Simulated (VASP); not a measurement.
# KCl (Sylvite) (Fm-3m) in VASP: single point with PBE

Aim: the single point of KCl (Sylvite) with PBE.

Program: VASP 6.6.1. These are calculated values, not measurements. Logs are shortened: lines on timing, memory, paths and dates and some standing lists are left out, and cuts for length are marked.

**What was measured.**

From a printed reference work, monograph, for a bulk crystal of KCl: band gap 8.68 eV.

The runs below are set against these values where they give the same quantity.

## Step 1: The cell of the first run

It takes space group Fm-3m (No. 225, cubic). Conventional cell: a = 6.290 Å, b = 6.290 Å, c = 6.290 Å, α = 90.00°, β = 90.00°, γ = 90.00°. Within 4.1 Å of K (site symmetry m-3m) lie 6 Cl at 3.14 Å. Within 4.1 Å of Cl (site symmetry m-3m) lie 6 K at 3.14 Å.

## Step 2: Single point, PBE

The input, INCAR:

```
SYSTEM = KCl
  PREC = Accurate
  ENCUT = 520
  EDIFF = 1E-6
  ISMEAR = 0
  SIGMA = 0.01
  LREAL = .FALSE.
  LASPH = .TRUE.
  NELM = 80
  ALGO = Normal
  ISIF = 2
  LWAVE = .FALSE.
  LCHARG = .FALSE.
  GGA = PE
  NBANDS = 15
```

The input, KPOINTS:

```
regular mesh
0
G
  6 6 6
  0 0 0
```

The input, POSCAR:

```
KCl
1.0
    0.0000000000      3.1448471156      3.1448471156
    3.1448471156      0.0000000000      3.1448471156
    3.1448471156      3.1448471156      0.0000000000
K Cl
1 1
Direct
    0.0000000000      0.0000000000      0.0000000000
    0.5000000000      0.5000000000      0.5000000000
```

Potentials or basis: VASP PAW PBE potentials, release 64 (K_sv, Cl).

On the command line:

```sh
> cat potpaw_PBE.64/K_sv/POTCAR potpaw_PBE.64/Cl/POTCAR > POTCAR
> mpirun -np 1 vasp_std > vasp.out
```

OUTCAR:

```text
SYSTEM = KCl
   PREC = Accurate
   ENCUT = 520
   EDIFF = 1E-6
   ISMEAR = 0
   LREAL = .FALSE.
   LASPH = .TRUE.
   NELM = 80
   ISIF = 2
   GGA = PE

 ion  position               nearest neighbor table
   1  0.000  0.000  0.000-   2 3.14   2 3.14   2 3.14   2 3.14   2 3.14   2 3.14
   2  0.500  0.500  0.500-   1 3.14   1 3.14   1 3.14   1 3.14   1 3.14   1 3.14

  LATTYP: Found a face centered cubic cell.
 ALAT       =     6.2896942312

  Lattice vectors:

 A1 = (   0.0000000000,   3.1448471156,   3.1448471156)
 A2 = (   3.1448471156,   0.0000000000,   3.1448471156)
 A3 = (   3.1448471156,   3.1448471156,   0.0000000000)

Analysis of symmetry for initial positions (statically):
=====================================================================
 Subroutine PRICEL returns:
 Original cell was already a primitive cell.

 Routine SETGRP: Setting up the symmetry group for a
 face centered cubic supercell.

 Subroutine GETGRP returns: Found 48 space group operations
 (whereof 48 operations were pure point group operations)
 out of a pool of 48 trial point group operations.

The static configuration has the point symmetry O_h .

Analysis of symmetry for dynamics (positions and initial velocities):
=====================================================================
 Subroutine PRICEL returns:
 Original cell was already a primitive cell.

 Routine SETGRP: Setting up the symmetry group for a
 face centered cubic supercell.

 Subroutine GETGRP returns: Found 48 space group operations
 (whereof 48 operations were pure point group operations)
 out of a pool of 48 trial point group operations.

The dynamic configuration has the point symmetry O_h .

 Subroutine INISYM returns: Found 48 space group operations
 (whereof 48 operations are pure point group operations),
 and found     1 'primitive' translations

----------------------------------------------------------------------------------------

                                     Primitive cell

  volume of cell :      62.2055

  direct lattice vectors                    reciprocal lattice vectors
     0.000000000  3.144847116  3.144847116    -0.158990241  0.158990241  0.158990241
     3.144847116  0.000000000  3.144847116     0.158990241 -0.158990241  0.158990241
     3.144847116  3.144847116  0.000000000     0.158990241  0.158990241 -0.158990241

  length of vectors
     4.447485442  4.447485442  4.447485442     0.275379175  0.275379175  0.275379175

  position of ions in fractional coordinates (direct lattice)
     0.000000000  0.000000000  0.000000000
     0.500000000  0.500000000  0.500000000

  ion indices of the primitive-cell ions
   primitive index   ion index
                 1           1
                 2           2

----------------------------------------------------------------------------------------

 KPOINTS: regular mesh

Automatic generation of k-mesh.
 Grid dimensions read from file:
 generate k-points for:    6    6    6

 Generating k-lattice:

  Cartesian coordinates                     Fractional coordinates (reciprocal lattice)
    -0.026498373  0.026498373  0.026498373     0.166666667  0.000000000  0.000000000
     0.026498373 -0.026498373  0.026498373     0.000000000  0.166666667  0.000000000
     0.026498373  0.026498373 -0.026498373     0.000000000  0.000000000  0.166666667

  Length of vectors
     0.045896529  0.045896529  0.045896529

  Shift w.r.t. Gamma in fractional coordinates (k-lattice)
     0.000000000  0.000000000  0.000000000

 Subroutine IBZKPT returns following result:
 ===========================================

 Found     16 irreducible k-points:

 Following reciprocal coordinates:
            Coordinates               Weight
  0.000000  0.000000  0.000000      1.000000
  0.166667  0.000000  0.000000      8.000000
  0.333333  0.000000  0.000000      8.000000
  0.500000  0.000000  0.000000      4.000000
  0.166667  0.166667  0.000000      6.000000
  0.333333  0.166667  0.000000     24.000000
[... 8 lines left out ...]
 -0.333333  0.333333  0.166667     24.000000
 -0.333333  0.500000  0.166667     12.000000
   k-points           NKPTS =     16   k-points in BZ     NKDIM =     16   number of bands    NBANDS=     15
   number of dos      NEDOS =    301   number of ions     NIONS =      2
   total plane-waves  NPLWV =  46656
   dimension x,y,z NGX =    36 NGY =   36 NGZ =   36
   dimension x,y,z NGXF=    72 NGYF=   72 NGZF=   72
   ions per type =               1   1
   NGX,Y,Z   is equivalent  to a cutoff of  13.46, 13.46, 13.46 a.u.
   NGXF,Y,Z  is equivalent  to a cutoff of  26.91, 26.91, 26.91 a.u.
 SYSTEM =  KCl
   PREC   = accura    normal or accurate (medium, high low for compatibility)
   ISTART =      0    job   : 0-new  1-cont  2-samecut
   ICHARG =      2    charge: 1-file 2-atom 10-const
   ISPIN  =      1    spin polarized calculation?
   LNONCOLLINEAR =      F non collinear calculations
   LSORBIT =      F    spin-orbit coupling
   LASPH  =      T    aspherical Exc in radial PAW
   ENCUT  =  520.0 eV  38.22 Ry    6.18 a.u.   8.27  8.27  8.27*2*pi/ulx,y,z
   NELM   =     80;   NELMIN=  2; NELMDL= -5     # of ELM steps
   EDIFF  = 0.1E-05   stopping-criterion for ELM
   LREAL  =      F    real-space projection
   EDIFFG = 0.1E-04   stopping-criterion for IOM
   NSW    =      0    number of steps for IOM
   IBRION =     -1    ionic relax: 0-MD 1-quasi-New 2-CG
   NFREE  =      0    steps in history (QN), initial steepest desc. (CG)
   ISIF   =      2    stress and relaxation
   ISYM   =      2    0-nonsym 1-usesym 2-fastsym
   POTIM  = 0.5000    time-step for ionic-motion
   TEBEG  =    0.0;   TEEND  =   0.0 temperature during run
   PSTRESS=    0.0 pullay stress
   NELECT =      16.0000    total number of electrons
   NUPDOWN=      -1.0000    fix difference up-down
   EMIN   =  10.00;   EMAX   =-10.00  energy-range for DOS
   EFERMI =   0.00;   METHOD = LEGACY
   ISMEAR =     0;   SIGMA  =   0.01  broadening in eV -4-tet -1-fermi 0-gaus
   EFERMI_NEDOS =   21; number of points for ismear=-14 and -15
   IALGO  =     38    algorithm
   IMIX   =      4    mixing-type and parameters
     AMIX     =   0.40;   BMIX     =  1.00
     AMIX_MAG =   1.60;   BMIX_MAG =  1.00
  volume/ion in A,a.u.               =      31.10       209.89
  Fermi-wavevector in a.u.,A,eV,Ry     =   1.041131  1.967452 14.748080  1.083953
  Thomas-Fermi vector in A             =   2.175738
   LORBIT       =      0    0 simple, 1 ext, 2 COOP (PROOUT), +10 PAW based schemes
   GGA     = PE    functional components
   LHFCALC =     F    Hartree Fock is set to
   AEXX    =    0.0000 exact exchange contribution
   IVDW    =     0    specifies the selected vdW correction
   LEPSILON=     F    determine dielectric tensor
   LRPA    =     F    only Hartree local field effects (RPA)
 non-spin polarized calculation
 Gauss-broadening in eV      SIGMA  =   0.01
  energy-cutoff  :      520.00
  volume of cell :       62.21
 maximum number of plane-waves:      1694
 NGX is ok and might be reduce to    36
   NGX = 17   NGY = 17   NGZ = 17

 number of electron      16.0000001 magnetization

 Free energy of the ion-electron system (eV)
  ---------------------------------------------------
  ext. energy  EPLUGINS =         0.00000000
  ---------------------------------------------------
  free energy    TOTEN  =        -6.80337254 eV

  energy without entropy =       -6.80337254  energy(sigma->0) =       -6.80337254

 E-fermi :  -1.7546     XC(G=0):  -7.5455

 val. band max:       -1.8359670956   @ k =   0.0000   0.0000   0.0000
 cond. band min:       3.3562900343   @ k =   0.0000   0.0000   0.0000
 fundamental gap:      5.1922571299
 Fermi energy:        -1.7546338056

 k-point     1 :       0.0000    0.0000    0.0000
  band No.  band energies     occupation
      1     -29.0302      2.00000
      2     -13.9554      2.00000
      3     -12.4910      2.00000
      4     -12.4910      2.00000
      5     -12.4910      2.00000
      6      -1.8360      2.00000
      7      -1.8360      2.00000
      8      -1.8360      2.00000
      9       3.3563      0.00000
     10       6.5457      0.00000
     11       6.5457      0.00000
     12       6.5457      0.00000
     13       7.4231      0.00000
     14       7.4231      0.00000
     15      11.1520      0.00000

 k-point     2 :       0.1667    0.0000    0.0000
  band No.  band energies     occupation
      1     -29.0275      2.00000
      2     -14.0071      2.00000
      3     -12.4934      2.00000
      4     -12.4934      2.00000
      5     -12.4259      2.00000
      6      -2.1507      2.00000
      7      -1.9218      2.00000
      8      -1.9218      2.00000
      9       3.9921      0.00000
     10       6.3748      0.00000
     11       6.8904      0.00000
     12       6.8904      0.00000
     13       7.7961      0.00000
     14       7.7961      0.00000
     15      12.0545      0.00000

 k-point     3 :       0.3333    0.0000    0.0000
  band No.  band energies     occupation
      1     -29.0222      2.00000
      2     -14.0997      2.00000
      3     -12.4981      2.00000
      4     -12.4981      2.00000
      5     -12.3056      2.00000
      6      -2.6688      2.00000
      7      -2.0844      2.00000
      8      -2.0844      2.00000
      9       5.2217      0.00000
     10       6.4381      0.00000
     11       7.8260      0.00000
     12       7.8260      0.00000
     13       8.7411      0.00000
     14       8.7411      0.00000
     15      11.0201      0.00000

 k-point     4 :       0.5000    0.0000    0.0000
  band No.  band energies     occupation
      1     -29.0195      2.00000
      2     -14.1419      2.00000
      3     -12.5004      2.00000
      4     -12.5004      2.00000
      5     -12.2494      2.00000
      6      -2.8923      2.00000
      7      -2.1616      2.00000
      8      -2.1616      2.00000
      9       5.7608      0.00000
     10       6.7723      0.00000
     11       8.6978      0.00000
     12       8.6978      0.00000
     13       9.5809      0.00000
     14       9.5809      0.00000
     15      10.2171      0.00000
[... 163 lines left out ...]
 k-point    14 :       0.5000    0.3333    0.1667
  band No.  band energies     occupation
      1     -29.0188      2.00000
      2     -14.0176      2.00000
      3     -12.5525      2.00000
      4     -12.5261      2.00000
      5     -12.3822      2.00000
      6      -2.5916      2.00000
      7      -2.1518      2.00000
      8      -2.1378      2.00000
      9       5.6856      0.00000
     10       5.9994      0.00000
     11       8.0876      0.00000
     12       8.7339      0.00000
     13       8.8493      0.00000
     14       9.1227      0.00000
     15       9.9768      0.00000

 k-point    15 :      -0.3333    0.3333    0.1667
  band No.  band energies     occupation
      1     -29.0171      2.00000
      2     -14.0046      2.00000
      3     -12.5681      2.00000
      4     -12.5496      2.00000
      5     -12.3759      2.00000
      6      -2.5497      2.00000
      7      -2.2749      2.00000
      8      -2.1910      2.00000
      9       6.1228      0.00000
     10       6.3610      0.00000
     11       7.9259      0.00000
     12       8.1841      0.00000
     13       9.3711      0.00000
     14       9.9467      0.00000
     15      10.0723      0.00000

 k-point    16 :      -0.3333    0.5000    0.1667
  band No.  band energies     occupation
      1     -29.0163      2.00000
      2     -13.9288      2.00000
      3     -12.6119      2.00000
      4     -12.5686      2.00000
      5     -12.4363      2.00000
      6      -2.4087      2.00000
      7      -2.2597      2.00000
      8      -2.1949      2.00000
      9       5.4212      0.00000
     10       7.0964      0.00000
     11       7.2528      0.00000
     12       8.3432      0.00000
     13       9.1184      0.00000
     14       9.8784      0.00000
     15      10.4719      0.00000

------------------------ aborting loop because EDIFF is reached ----------------------------------------

  FORCE on cell =-STRESS in cart. coord.  units (eV):
  Direction    XX          YY          ZZ          XY          YZ          ZX
  --------------------------------------------------------------------------------------
  -------------------------------------------------------------------------------------
  Total        0.3163756      0.3163756      0.3163756      0.0000000     -0.0000000     -0.0000000
  in kB        8.1486373      8.1486373      8.1486373      0.0000000     -0.0000000     -0.0000000
  external PRESSURE =       8.1486373 kB  Pullay stress =       0.0000000 kB

 VOLUME and BASIS-vectors are now :
 -----------------------------------------------------------------------------
  energy-cutoff  :      520.00
  volume of cell :       62.21
      direct lattice vectors                 reciprocal lattice vectors
     0.000000000  3.144847116  3.144847116    -0.158990241  0.158990241  0.158990241
     3.144847116  0.000000000  3.144847116     0.158990241 -0.158990241  0.158990241
     3.144847116  3.144847116  0.000000000     0.158990241  0.158990241 -0.158990241

 POSITION                                       TOTAL-FORCE (eV/Angst)
 -----------------------------------------------------------------------------------
      0.00000      0.00000      0.00000        -0.000000     -0.000000      0.000000
      3.14485      3.14485      3.14485         0.000000      0.000000     -0.000000
 -----------------------------------------------------------------------------------
    total drift:                                0.000000      0.000000      0.000000

  FREE ENERGIE OF THE ION-ELECTRON SYSTEM (eV)
  ---------------------------------------------------
  free  energy   TOTEN  =        -6.8033725378 eV

  energy  without entropy=       -6.8033725378  energy(sigma->0) =       -6.80337254
```

Wall time 12 s (1 thread of Intel Xeon Platinum 8375C at 2.90GHz (Ice Lake), shared host); peak memory 0.2 GiB.

What came out:

```yaml
Free_energy: -6.8034 eV
Pressure: 0.8 GPa
Band_gap_on_the_k_mesh: 5.19 eV, direct
```

Levels at points of the mesh, in eV from the valence-band top:
| k point | band 5 | band 6 | band 7 | band 8 | band 9 | band 10 | band 11 | band 12 |
| --- | --- | --- | --- | --- | --- | --- | --- | --- |
| (0.00, 0.00, 0.00) | -10.65 | 0.00 | 0.00 | 0.00 | 5.19 | 8.38 | 8.38 | 8.38 |
| (0.50, 0.00, 0.00) | -10.41 | -1.06 | -0.33 | -0.33 | 7.60 | 8.61 | 10.53 | 10.53 |
| (0.50, 0.50, 0.00) | -10.71 | -0.66 | -0.22 | -0.22 | 6.53 | 8.36 | 10.08 | 10.24 |

## Step 3: Against experiment

Step 2. A measured gap of KCl is 8.68 eV (a printed reference work, monograph); the calculated 5.19 eV misses it by -3.49 eV. The value is that of PBE, without temperature or zero-point motion. Semilocal functionals fall short of measured gaps as a rule.
